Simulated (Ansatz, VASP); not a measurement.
CuO: VASP beside Ansatz

Contents of INCAR:

```
SYSTEM = CuO
PREC = Accurate
ENCUT = 520
EDIFF = 1E-7
ISMEAR = -1
SIGMA = 0.05
LREAL = .False.
LASPH = .True.
NELM = 60
ALGO = Normal
ISIF = 2
LWAVE = .False.
LCHARG = .False.
GGA = PE
NBANDS = 25
```

File KPOINTS:

```
regular mesh
0
Gamma
  10 10 5
  0 0 0
```

File POSCAR:

```
CuO
1.0
    2.3055752800     -1.7296126400      0.0728065900
    2.3157556600      1.7435441000      0.0481486400
   -0.7080927800     -0.0389675500      5.1290691300
Cu O
2 2
Direct
    0.0142532200      0.4796454100      0.0604322300
    0.4708797100      0.1540682100      0.4741201700
    0.5692681500      0.2960328600      0.2639427200
    0.4455989200      0.5702535100      0.7015048700
```

input.yaml

```yaml
crystal:
  lattice:
    - [2.30557528, -1.72961264, 0.07280659]
    - [2.31575566, 1.7435441, 0.04814864]
    - [-0.70809278, -0.03896755, 5.12906913]
  atoms:
    - { symbol: Cu, position: [0.01425322, 0.47964541, 0.06043223] }
    - { symbol: Cu, position: [0.47087971, 0.15406821, 0.47412017] }
    - { symbol: O, position: [0.56926815, 0.29603286, 0.26394272] }
    - { symbol: O, position: [0.44559892, 0.57025351, 0.70150487] }
hamiltonian:
  xc: pbe
  pseudopotentials: { kind: paw }
kpoints:
  mp_grid: { grid: [10, 10, 5] }
scf:
  occupations: { method: fermi_dirac, width: 0.05 }
output:
  forces: true
  stress: true
  eigenvalues: true
```

Change from the starting cell: all atoms moved at random, sigma 0.25 Å a component, cell strained at random, sigma 0.03.

Alike in both runs: task single point; functional PBE; k mesh 10 × 10 × 5; occupations fermi-dirac, width 0.05 eV; no spin polarisation.

```csv
,VASP,Ansatz
version,VASP 6.6.1,Ansatz 0.2.0
potentials or method,"VASP PAW PBE potentials, release 64 (Cu, O)",Ansatz PAW
plane-wave cutoff (eV),520,420
valence electrons in the cell,34,50
```

|  | VASP | Ansatz | Ansatz less VASP |
| --- | --- | --- | --- |
| gap on the k mesh at the Fermi level (eV) | none | none | - |
| pressure (GPa) | 93.6 | 97.2 | +3.62 |
| largest component of the traceless stress (GPa) | 76.53 | 79.57 | +3.041 |
| rms of the force components (eV/Å) | 16.334 | 17.277 | +0.9428 |

Atom by atom the forces differ by 0.979 eV/Å (rms over components). A gap of «none» marks a metal or a gap that the smearing closes. The two sets of potentials don't hold the same shells in valence.

Caveats: the cell as given lies far from equilibrium; so large a pressure means that the cell lies far from this level's equilibrium, or that cutoff or potentials fall short; the run has no spin polarisation, though such a crystal can be magnetic; semilocal functionals often make such compounds metallic where correlation or magnetic order opens a gap, which also shifts bond lengths; forces of over 1 eV/Å show positions far from the minimum, so gaps and moduli don't describe the material at rest; the pressure holds a Pulay correction of +0.9 GPa for the finite cutoff (Ansatz).
